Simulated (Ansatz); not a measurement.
# Field gradients at the nuclei in ZrO2 under strain

The cell is a structure deposited in the COD, relaxed with PBE at fixed cell and then changed (z compressed by 1 %, ions relaxed).

```yaml
crystal:
  lattice:
    - [0.00000, 2.54500, 2.51955]
    - [2.54500, 0.00000, 2.51955]
    - [2.54500, 2.54500, 0.00000]
  atoms:
    - { symbol: Zr, position: [0.00000, 0.00000, 0.00000] }
    - { symbol: O, position: [0.25000, 0.25000, 0.25000] }
    - { symbol: O, position: [0.75000, 0.75000, 0.75000] }
```

Sites (sets of like atoms) are named by element and the number of their first atom in this list.

All values are calculated (Ansatz; DFT, PBE, plane waves and PAW, scalar-relativistic, 420 eV cutoff, Γ-centred 10×10×10 k-points, Fermi–Dirac smearing 0.02 eV), not measured.

V_zz is the principal component of the electric field gradient with the largest magnitude, η = (V_xx − V_yy)/V_zz and C_Q = eQV_zz/h.

⁹¹Zr: I = 5/2, Q = -176.0 mb; 17O: I = 5/2, Q = -25.58 mb. Quadrupole moments are those of Pyykkö's year-2017 table.

(1) Give the quadrupolar parameters of the distinct sites.

## Answers

(1) 

```csv
site,atoms (order as listed),first shell,"V_xx, V_yy, V_zz (10²¹ V/m²)",η,C_Q (MHz)
Zr,1,8 O at 2.20 Å,"-0.26, -0.26, 0.52",0.00,-2.20
O,"2, 3",4 Zr at 2.20 Å,"0.16, 0.16, -0.31",0.00,0.195
```

An axis of threefold or higher order runs through Zr and O, so V_zz lies along it and η is zero.

Without spin–orbit coupling (the program notes it for Zr) the gradients are little affected as a rule: paired runs on crystals with a gap mostly move them by under 2 % at such atoms. At this changed cell the PBE pressure is 6 GPa.
